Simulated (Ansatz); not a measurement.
Al2Au in Ansatz: the effect of functional

Crystal: Al2Au.

```
Au Al
1.0
     0.00000    2.97987    2.97987
     2.97987    0.00000    2.97987
     2.97987    2.97987    0.00000
Au Al
1 2
Cartesian
  0.0000 0.0000 0.0000
  4.4698 4.4698 4.4698
  1.4899 1.4899 1.4899
```

The cell isn't the ideal one: volume scaled by 0.98.

Alike in all runs:

| Item | Value |
| --- | --- |
| Program | Ansatz 0.2.0 |
| Task | single point |
| Potentials or basis | Ansatz PAW |
| k mesh | 8 × 8 × 8 |
| Occupations | fermi-dirac, width 0.05 eV |
| Spin | no spin polarisation |

```tsv
functional	cutoff	pressure (GPa)
LDA	420 eV (not typed: the program's choice for these potentials)	?
PBEsol	420 eV (not typed: the program's choice for these potentials)	2.5
r2SCAN	500 eV (not typed: the program's choice for these potentials)	3.0
```

**Question.** What does the run with functional LDA give?

**Answer.** Pressure -0.4 GPa.

Caveats: the PAW data sets come from PBE, with cores solved anew for the run's functional, which leaves a small shift of forces and pressure.
